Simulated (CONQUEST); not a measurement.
The system is GaN.

```xyz
4
Lattice="3.1869 0.0000 0.0000 0.0000 3.1869 0.0000 0.0000 0.0000 4.5070" Properties=species:S:1:pos:R:3 pbc="T T T"
Ga    1.5841    1.6064    2.2642
Ga    3.1776    0.0129    0.0107
N     0.0063    1.5844    3.3593
N     1.5998    3.1779    1.1058
```

The cell is a database's computed one.

The cell isn't the ideal one: atoms moved at random, drawn with an rms of 0.05 Å.

Base run:

```yaml
Program: CONQUEST 1.3
Functional: PBE
Potentials_or_basis: PseudoDojo NC PBE, DZP, multi-site functions of range 5 bohr, grid cutoff 150 Ha
k_mesh: 8 × 8 × 6
Occupations: fermi-dirac, width 0.05 eV
Spin: no spin polarisation
```

Its results: band gap on the k mesh 3.92 eV; pressure 11.0 GPa; largest force 0.506 eV/Å.

Problem. The run is repeated on the same cell with these changes: potentials or basis from PseudoDojo NC PBE, DZP, multi-site functions of range 5 bohr, grid cutoff 150 Ha to PseudoDojo NC PBE, DZP, multi-site functions of range 6.5 bohr, grid cutoff 150 Ha. What comes out?

Solution. Band gap on the k mesh 2.22 eV; pressure 9.9 GPa; largest force 0.545 eV/Å.

Caveats: multi-site functions contract the basis, which raises the energy a little and makes forces and stress less exact; the basis of atomic orbitals isn't converged, which shifts pressures, moduli and gaps; the box holds several primitive cells, so bands are folded and the points are those of the box's own zone (some runs).

A k mesh can miss the band edges.
